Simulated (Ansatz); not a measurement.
# Phonons of ZrInSi in the AlB2 type, part 2 of 2

The plan: relax ZrInSi in the AlB2 type, check its phonons, and, if the lattice is stable, compute its Eliashberg function and ρ(T).

Ansatz 0.2.0; DFT PBEsol, scalar-relativistic, plane waves, PAW.

So far. Step 3 (Relaxation): The largest force is now zero by symmetry and the largest stress component 0.017 GPa. Step 4 (Relaxing tightly for phonons): The largest force is now zero by symmetry and the largest stress component 9.4e-4 GPa, small enough for phonons. The relaxed cell has a = 4.402, c = 3.442 Å (conventional setting).

The structure was built from a prototype and need not be the compound's stable phase.

### 5. Phonons: q 2×2×2, k 4×4×4

Before any scattering is computed, the phonons show whether the structure is a minimum.

The input, input.yaml:

```yaml
crystal:
  lattice:
    - [4.4017372507, 0.0, 0.0]
    - [-2.2008686254, 3.8120162798, 0.0]
    - [0.0, 0.0, 3.4415690995]
  atoms:
    - { symbol: Zr, position: [0.0, 0.0, 0.0] }
    - { symbol: Si, position: [0.3333333333, 0.6666666667, 0.5] }
    - { symbol: In, position: [0.6666666667, 0.3333333333, 0.5] }
kpoints:
  mp_grid: { grid: [4, 4, 4] }
hamiltonian:
  xc: pbesol
scf:
  occupations: { method: methfessel_paxton, width: 0.2 }
output:
  eigenvalues: true
phonons:
  method: dfpt
  qmesh: [2, 2, 2]
  temperatures: { t_max: 1000, t_step: 50 }
  qpath:
    path:
      - [[0.0, 0.0, 0.0], [0.5, 0.0, 0.0], [0.33333333, 0.33333333, 0.0], [0.0, 0.0, 0.0], [0.0, 0.0, 0.5], [0.5, 0.0, 0.5], [0.33333333, 0.33333333, 0.5], [0.0, 0.0, 0.5]]
      - [[0.5, 0.0, 0.5], [0.5, 0.0, 0.0]]
      - [[0.33333333, 0.33333333, 0.5], [0.33333333, 0.33333333, 0.0]]
    npoints: 10
```

Command:

```
ansatz run input.yaml --threads 4 --pin off --max-ram 10240MiB --backend cpu --events-out ev --progress --plain --runs-dir out
```

Numbers of over 12 decimals in the logs are rounded to 6 here.

Log:

```text
[...]
Crystal: 3 atoms, lattice volume = 57.748 Å³
Basis set: ecut = 420 eV, 1133 PW (Γ), exchange–correlation on 60×60×48 points (8 copies of the dense FFT grid, shifted against one another)
Bands: 19, of which v1, the nominal top of the filled ones, is band 15 counted from 1 (14 counted from 0)
Symmetry: 12 space group operations
k-points: 12 of 64 (time reversal used)
[...]
SCF iter   1: F=—  HF=-10275.643418 eV  |F-HF|=—  |Δ(HF+E_count)|=         —  Δρ=7.27e-3  dr2=2.36e-2  ethr=1.77e-3  ⟨swp⟩=5.1  Hψ=1137  notcnv=0
[...]
SCF iter   8: F=-10275.636700 eV  HF=-10275.636700 eV  |F-HF|=1.82e-12  |Δ(HF+E_count)|=  1.27e-11  S|Δr|=    0.00e0  Δρ=1.06e-7  dr2=2.40e-12  ethr=1.00e-12  ⟨swp⟩=6.0  Hψ=1038  notcnv=0
SCF 1 converged in 8 iterations: F = -10275.636700 eV  dr2 = 2.40e-12
[...]
phonons: the bands overlap, so this run is a metal and interpolates without the dipole-dipole term. If the crystal is really an insulator or semiconductor, its LO-TO splitting is missing
NSCF: frozen V_eff on 12 k-points
[...]
DFPT response loops at q = (0, 0, 0) (fractional): preconditioner auto → Kerker (q_TF=auto, 2.432 Å⁻¹) (partly filled bands, converged f_vac=0.000); β = 1.00, the filter's whole step (`scf.mixing.beta` (0.50) is not read by the response loops under this deck's `scf.mixing.preconditioner`; to damp them name `kerker` or `kerker_dos`, under which they read `scf.mixing.beta`, and type it under 1.00, their step now; both keys bind the ground state too); Broyden in place of MSR1
[...]
SCF converged after 8 iterations
Stability not checked: this state was not tested for a lower state beside it, because cold or Methfessel-Paxton smearing, or corrected tetrahedra, fill the levels in a way that the test cannot read (fill_not_monotonic; see scf.lower_state_search)
Free energy (F): -10275.636700 eV
[...]
Internal energy: -10275.651832 eV  (E = F + TS)
E sigma→0 (E₀):  -10275.640483 eV
Entropy (-TS):   0.015132 eV (5.044 meV/atom)
Fermi energy:    13.633605 eV
[...]
--- Band table (eV; the first three rows and the last of 12) ---
  k-point 0: bands = [... 11 lower, 10.0252, 11.5852, 12.1940, 14.1972, 14.8690, 14.8690, 15.0660, 15.0660]
  k-point 1: bands = [... 11 lower, 10.7785, 10.7785, 12.5677, 12.6477, 12.6477, 14.4610, 15.8308, 15.8308]
  k-point 2: bands = [... 11 lower, 11.7737, 11.7737, 12.5889, 12.5889, 13.2821, 13.2821, 14.4785, 15.2612]
  k-point 11: bands = [... 11 lower, 9.4885, 9.7885, 10.6960, 14.1058, 14.7609, 14.8940, 16.4039, 16.7706]
--- Phonons (Γ-DFPT): 6 representative perturbations + reference (Σ response iterations 18) ---
  ASR residual: 5.627e-5 → 0.000e0 eV/Å²; symmetrization residual: 9.737e-6 eV/Å²
  ASR residual per site (eV/Å²): 5.63e-5 9.89e-6 3.05e-5
  Γ frequencies (cm⁻¹): 0.00 0.00 0.00 58.68 145.17 145.17 190.96 329.70 329.70
--- Phonons (arbitrary-q DFPT): 4 irreducible q on the 2×2×2 mesh ---
  q = [0.0000, 0.0000, 0.0000] (star 1, of the zone-centre solve; hermiticity 1.58e-6, symmetrization 7.13e-11): -0.00 0.00 0.00 58.68 145.17 145.17 190.96 329.70 329.70
  q = [0.0000, 0.0000, -0.5000] (star 1, 6 solved perturbations in 99 linear systems a pass and spin channel, the states on 21 of 64 k-point pairs; hermiticity 6.83e-7, symmetrization 1.78e-8): 88.72 95.35 95.35 101.93 101.93 163.83 193.61 287.84 287.84
  q = [0.0000, -0.5000, 0.0000] (star 3, 9 solved perturbations on 21 of 64 k-point pairs; hermiticity 1.47e-6, symmetrization 1.49e-10): -72.45 -46.01 38.13 100.48 126.67 135.55 158.07 300.61 322.97
[...]
sum rule: each row above includes the acoustic sum rule's correction from the zone centre's row sums; it moved no ω² by more than (0.41 cm⁻¹)²
  mesh force constants: q→R imaginary residual 1.71e-17; ASR residual 5.627e-5 → 0.000e0 eV/Å²; symmetrization residual 8.882e-15 eV/Å²
  interpolated dispersion: 93 rows × 9 modes
  density of states and harmonic sums: on the 16×16×18 q-mesh, interpolated from the force constants of a 2×2×2 supercell (no non-analytic term)
  largest difference from the sums on the solved wave vectors: F 4.14e-2 eV, S 5.14e-5 and C_V 1.03e-5 eV/K
  zero-point energy: 0.079639 eV/cell   skipped modes (ω ≤ 0): 388, of them read as no rigid motion or as one in doubt: 385 (1.383e0 modes/cell left out, lowest -97.04 cm⁻¹)   left out of the sums: 1.54e-1 of the cell's modes: C_V's classical limit lies that fraction below 3 k_B per atom; for a crystal, a wire or a layer, F and S can be off by more, and a phonons.interpolated_qmesh denser along its periods is the remedy for the sampling
```

Elapsed: 13 s, on 4 threads of Intel Xeon 6975P-C (Granite Rapids), shared host; peak memory 0.61 GiB; 45 s of CPU time.

The column dr2 measures how far the density is from self-consistency, as an energy; F and HF (Harris–Foulkes) agree once it is small.

This step gave:

```yaml
share_of_imaginary_modes_in_the_plain_interpolation_between_solved_wavevectors: 0.1552
highest_frequency_solved_or_plainly_interpolated: 329.7 cm⁻¹
```

Solved on the 2×2×2 mesh alone; all other wavevectors are interpolated. Phonon branches along the path, in cm⁻¹:

```csv
point,branch 1,branch 2,branch 3,branch 4,branch 5,branch 6,branch 7,branch 8,branch 9
Γ,0,0,0,59,145,145,191,330,330
halfway,-50,38,43,63,136,139,172,317,326
M,-72,-46,38,100,127,136,158,301,323
halfway,-71,-20,57,96,97,130,175,294,325
K,-63,42,57,82,88,120,185,287,327
halfway,-59,50,53,61,117,152,166,312,327
Γ,0,0,0,59,145,145,191,330,330
halfway,52,52,71,114,132,132,195,309,309
A,89,95,95,102,102,164,194,288,288
halfway,-27,81,86,109,111,180,189,294,304
L,-97,52,76,120,131,165,207,299,319
halfway,-94,-32,66,132,150,161,203,294,324
H,-90,-68,60,143,153,168,197,291,328
halfway,-46,62,78,118,121,176,192,294,310
A,89,95,95,102,102,164,194,288,288
jump to L,-97,52,76,120,131,165,207,299,319
halfway,-85,-52,90,111,130,145,184,300,321
M,-72,-46,38,100,127,136,158,301,323
jump to H,-90,-68,60,143,153,168,197,291,328
halfway,-72,-70,53,119,130,165,178,289,327
K,-63,42,57,82,88,120,185,287,327
```

The phonon branches as a text plot (rows in cm⁻¹):

```
    321 |*********************        *********    **************
    303 |    ****    **       **   *******     **  *******
    285 |        ****           ****      *********       *******
    267 |
    250 |
    232 |
    214 |                              **          *
    196 |**              **************  ******* ** **    **
    179 |  **    ***** **          ***        ****    *    ******
    161 |    ****     *         ***   ********    ***  ****  **
    143 |*******     * ******* *        ******       ********
    125 |    ******** **      **      ****   ***   *******  *****
    107 |      **               ******          *** *** **    **
     90 |     *  *** *       * *******          ***** *        **
     72 |    *   *****     *****  ** *****   *** *     *
     54 |****   *    ****** * *       **  ***  **  *    * *******
     36 | ******  ***  **  ***          *     *     *    *      *
     19 |**      *       * *
      1 |*   *            *
    -17 |**              *                   *
    -35 |  *  * *       *           *    *           *         *
    -53 |   *  *      **             *    *    *      * **
    -70 |    *********                     ** *        **********
    -88 |                             ********     ****   **
         Γ     M   K      Γ      A     L   H     A|L    M|H     K
```

Lowest modes at the softest wavevector of the mesh. Modes at q = (0.500, 0.000, 0.500), with each element's share of the kinetic energy (negative means imaginary):

```csv
mode,frequency (cm⁻¹),Zr %,Si %,In %
1,-97.0,68,10,22
2,52.4,100,0,0
3,76.2,0,23,77
4,120.5,1,58,41
5,131.1,30,2,69
6,165.1,31,32,36
```

Displacements in mode 1 (-97.0 cm⁻¹), the largest set to 1, in the home cell:
```
Zr1 1.00 0.58 0.00
Si2 0.00 0.00 0.79
In3 0.00 0.00 0.59
```

Displacements in mode 3 (76.2 cm⁻¹), the largest set to 1, in the home cell:
```
Zr1  0.00  0.00  0.00
Si2  0.58 -1.00  0.00
In3  0.52 -0.91  0.00
```

Among the solved wavevectors the lowest mode, translations apart, is -97 cm⁻¹, imaginary.

### 6. Phonons by linear response: q 3×3×2, k 6×6×6

An imaginary mode on so few k-points may come from the sampling, so the phonons are repeated with another q and k mesh.

Edit input.yaml of step 5 so:

```diff
@@ -10,3 +10,3 @@
 kpoints:
-  mp_grid: { grid: [4, 4, 4] }
+  mp_grid: { grid: [6, 6, 6] }
 hamiltonian:
@@ -19,3 +19,3 @@
   method: dfpt
-  qmesh: [2, 2, 2]
+  qmesh: [3, 3, 2]
   temperatures: { t_max: 1000, t_step: 50 }
```

Log:

```text
[...]
Crystal: 3 atoms, lattice volume = 57.748 Å³
Basis set: ecut = 420 eV, 1133 PW (Γ), exchange–correlation on 60×60×48 points (8 copies of the dense FFT grid, shifted against one another)
Bands: 19, of which v1, the nominal top of the filled ones, is band 15 counted from 1 (14 counted from 0)
Symmetry: 12 space group operations
k-points: 28 of 216 (time reversal used)
[...]
SCF iter   1: F=—  HF=-10275.609265 eV  |F-HF|=—  |Δ(HF+E_count)|=         —  Δρ=5.56e-3  dr2=1.55e-2  ethr=1.77e-3  ⟨swp⟩=5.0  Hψ=2630  notcnv=0
[...]
SCF iter   9: F=-10275.604111 eV  HF=-10275.604111 eV  |F-HF|=0.00e0  |Δ(HF+E_count)|=  1.82e-12  S|Δr|=    0.00e0  Δρ=1.78e-8  dr2=1.39e-13  ethr=1.00e-12  ⟨swp⟩=5.0  Hψ=2144  notcnv=0
SCF 1 converged in 9 iterations: F = -10275.604111 eV  dr2 = 1.39e-13
[...]
SCF converged after 9 iterations
[...]
Free energy (F): -10275.604111 eV
[...]
Internal energy: -10275.601580 eV  (E = F + TS)
E sigma→0 (E₀):  -10275.603478 eV
Entropy (-TS):   -0.002531 eV (-0.844 meV/atom)
Fermi energy:    13.652467 eV
[...]
--- Band table (eV; the first three rows and the last of 28) ---
  k-point 0: bands = [... 11 lower, 10.0148, 11.5858, 12.1944, 14.1857, 14.8578, 14.8578, 15.0685, 15.0685]
  k-point 1: bands = [... 11 lower, 10.3541, 11.1067, 12.1245, 13.2753, 13.2753, 13.9142, 16.6505, 16.6505]
  k-point 2: bands = [... 11 lower, 11.3205, 11.3205, 12.1852, 12.1852, 13.1582, 14.8597, 14.8597, 15.3311]
  k-point 27: bands = [... 11 lower, 9.7387, 9.9258, 10.5539, 14.0395, 14.8453, 15.4464, 15.6542, 15.9247]
[...]
ASR residual: 1.749e-5 → 0.000e0 eV/Å²; symmetrization residual: 8.410e-6 eV/Å²
  ASR residual per site (eV/Å²): 1.75e-5 3.12e-6 6.26e-6
  Γ frequencies (cm⁻¹): -85.33 0.00 0.00 0.00 131.56 131.56 142.64 317.41 317.41
--- Phonons (arbitrary-q DFPT): 6 irreducible q on the 3×3×2 mesh ---
[...]
interpolated dispersion: 93 rows × 9 modes
[...]
```

It took 45 s on 4 threads; peak memory 0.72 GiB.

Numbers from this step:

| Item | Value |
| --- | --- |
| share of imaginary modes in the plain interpolation between solved wavevectors | 0.2272 |
| highest frequency, solved or plainly interpolated | 326.1 cm⁻¹ |

Solved on the 3×3×2 mesh alone; all other wavevectors are interpolated. Phonon branches along the path, in cm⁻¹:

```csv
point,branch 1,branch 2,branch 3,branch 4,branch 5,branch 6,branch 7,branch 8,branch 9
Γ,-85,0,0,0,132,132,143,317,317
halfway,-68,-56,-41,40,125,132,141,309,320
M,-86,-60,-42,83,112,114,152,300,321
halfway,-76,-55,-13,77,79,108,174,297,319
K,-55,-48,24,42,72,101,187,293,318
halfway,-71,-46,-44,42,111,129,153,306,320
Γ,-85,0,0,0,132,132,143,317,317
halfway,-35,50,50,105,120,120,157,308,308
A,59,84,84,98,98,158,166,299,299
halfway,-63,49,61,83,107,141,177,304,310
L,-101,25,67,70,127,139,198,304,318
halfway,-100,-37,54,107,144,147,193,299,323
H,-100,-39,42,131,148,169,184,295,326
halfway,-74,25,71,72,120,141,180,303,313
A,59,84,84,98,98,158,166,299,299
jump to L,-101,25,67,70,127,139,198,304,318
halfway,-89,-68,46,102,116,123,174,302,319
M,-86,-60,-42,83,112,114,152,300,321
jump to H,-100,-39,42,131,148,169,184,295,326
halfway,-88,-56,25,99,123,151,179,294,322
K,-55,-48,24,42,72,101,187,293,318
```

The phonon branches as a text plot (rows in cm⁻¹):

```
    317 |*********************      ************   **************
    299 |    **********       ***********************************
    282 |
    264 |
    246 |
    228 |
    210 |
    193 |         **                  *********    **          **
    175 |        *  **          *   **     *   **    **   *****
    157 |     ***     *     ********      * *   ***    ***  **
    139 |*****         *****   *    ************   **     *** *
    121 |  *****     ****  ****       **  * *  *   ********* ***
    104 |      ****** *        *******   *   *  ***  ****   **  *
     86 |     ***    *       *  ******  *     * *** *   **    ***
     68 |    *   ****       *  * * ** ***     **** **          *
     50 |         ** **    *  * * * **   *****    *  **   *     *
     32 |  **     ***  **   ** *     ***       * *         ***
     15 |**      *   *   * *  *    *               *   *      ***
     -3 |*               **
    -21 |**             **              *     * *       *
    -39 | *******     **                 *****      *    ***
    -57 |  *********** **    *      *                *   *  *****
    -74 | * **  **  *** *  **        *         *      ***     *
    -92 |*    **         **           *********    **** ******
         Γ     M   K      Γ      A     L   H     A|L    M|H     K
```

Lowest modes at the softest wavevector of the mesh. Modes at q = (0.333, 0.333, 0.500), with each element's share of the kinetic energy (negative means imaginary):

```csv
mode,frequency (cm⁻¹),Zr %,Si %,In %
1,-99.6,71,0,29
2,-39.3,78,22,0
3,42.2,9,18,73
4,130.6,22,78,0
5,148.0,29,0,71
6,168.7,0,0,100
```

Displacements in mode 1 (-99.6 cm⁻¹), the largest set to 1, in the home cell (x, y, z of the real part, then of the imaginary part):
```
Zr1  0.87  0.50  0.00  0.50 -0.87  0.00
Si2  0.00  0.00  0.00  0.00  0.00  0.00
In3  0.00  0.00  0.81  0.00  0.00  0.00
```

Displacements in mode 6 (168.7 cm⁻¹), the largest set to 1, in the home cell (x, y, z of the real part, then of the imaginary part):
```
Zr1  0.00  0.00  0.00  0.00  0.00  0.00
Si2  0.00  0.00  0.00  0.00  0.00  0.00
In3  0.50 -0.87  0.00 -0.87 -0.50  0.00
```

The modes has structure finer than the step of the table below, so its rows give means over 10 cm⁻¹, whole bins alone (the curve runs from -110 to 346 cm⁻¹). Peaks (cm⁻¹: height): In -61.7: 0.0103, 130.5: 0.0266, 319.9: 0.0205; Si 61.7: 0.0138, 302.7: 0.0727, 319.9: 0.0652; Zr -61.7: 0.0249, 127.7: 0.0218, 182.2: 0.0108.

Phonopy on the run's constants, 15x15x17 mesh, Gaussian sigma 3.3 cm⁻¹. The modes by wavenumber; means over each step; values in 1/cm⁻¹/cell:

```csv
wavenumber (cm⁻¹),In,Si,Zr
-100,0.00275,8.5e-5,0.00817
-90,0.00518,2.7e-4,0.0149
-80,0.00861,0.00177,0.0195
-70,0.00930,0.00346,0.0208
-60,0.00933,0.00514,0.0228
-50,0.00536,0.00385,0.0141
-40,0.00404,0.00512,0.0108
-30,0.00321,0.00458,0.00684
-20,0.00196,0.00290,0.00369
-10,0.00113,0.00165,0.00231
0,3.0e-4,6.8e-4,5.3e-4
10,0.00103,0.00149,0.00113
20,0.00186,0.00321,0.00278
30,0.00290,0.00523,0.00373
40,0.00549,0.00743,0.00441
50,0.00757,0.0102,0.00530
60,0.00994,0.0130,0.00649
70,0.00999,0.00923,0.00724
80,0.0120,0.00835,0.00967
90,0.0122,0.00756,0.00902
100,0.0130,0.00673,0.00968
110,0.0162,0.00655,0.0144
120,0.0211,0.00668,0.0198
130,0.0255,0.00650,0.0203
140,0.0212,0.00466,0.0131
150,0.0127,0.00284,0.00835
160,0.0125,0.00244,0.00907
170,0.0129,0.00170,0.0103
180,0.0113,0.00103,0.0107
190,0.00453,5.8e-4,0.00777
200,6.6e-4,8.6e-5,0.00124
210,2.6e-6,1.0e-7,4.9e-6
220,0,0,0
230,0,0,0
240,0,0,0
250,0,0,0
260,0,0,0
270,0,0,0
280,0,2.7e-5,0
290,3.8e-4,0.00859,1.7e-5
300,0.00623,0.0560,1.8e-4
310,0.0101,0.0448,2.0e-4
320,0.0157,0.0503,4.3e-4
330,0.00165,0.00524,6.6e-5
340,1.1e-6,4.4e-6,0
```

No LO-TO term; unit eigenvectors of the mass-weighted matrix. Modes at Γ, with each element's share of the kinetic energy (negative means imaginary):

```csv
mode,frequency (cm⁻¹),symmetry,Zr %,Si %,In %
1,-85.3,A2'',0,79,21
2,0.0,unnamed,39,12,49
3,0.0,unnamed,39,12,49
4,0.0,unnamed,39,12,49
5,131.6,E',61,11,29
6,131.6,E',61,11,29
7,142.6,A2'',61,9,30
8,317.4,E',0,77,22
9,317.4,E',0,77,22
```

Displacements in mode 1 (-85.3 cm⁻¹), the largest set to 1:
```
Zr1  0.00  0.00  0.01
Si2  0.00  0.00  1.00
In3  0.00  0.00 -0.25
```

Displacements in mode 9 (317.4 cm⁻¹), the largest set to 1:
```
Zr1  0.00  0.03  0.00
Si2  0.00  1.00  0.00
In3  0.00 -0.27  0.00
```

Among the solved wavevectors the lowest mode, translations apart, is -99.6 cm⁻¹, imaginary.

### 7. What came out

```json
{
 "phonon run of the rows without a label of their own": "PBEsol, q 3×3×2, k 6×6×6",
 "softest mode on the q mesh": "-99.6 cm⁻¹ at q = (0.333, 0.333, 0.5)",
 "highest frequency, solved or plainly interpolated": "326 cm⁻¹"
}
```

What this shows: The lattice is dynamically unstable at this level: a mode at q = (0.333, 0.333, 0.5) is imaginary, 99.6i cm⁻¹, so no harmonic coupling constant or resistivity is defined for this structure. These meshes are coarse, and single modes of a metal can move by tens of cm⁻¹ with the k mesh. The coarser mesh found an imaginary mode at another wavevector, which this mesh lacks. The phonon runs are not spin-polarised. The structure was built by hand as an ordered model, and its stability against other phases was not tested.

[Logs are printed without paths, hosts, clocks, repeated set-up lines and the standing remarks that a program may print on its own settings, such as how far it seeks lower states.]

[Hosts, paths, dates, database ids (printed as entryN), source tags and the programs' standing remarks are cut or masked in the printed files.]
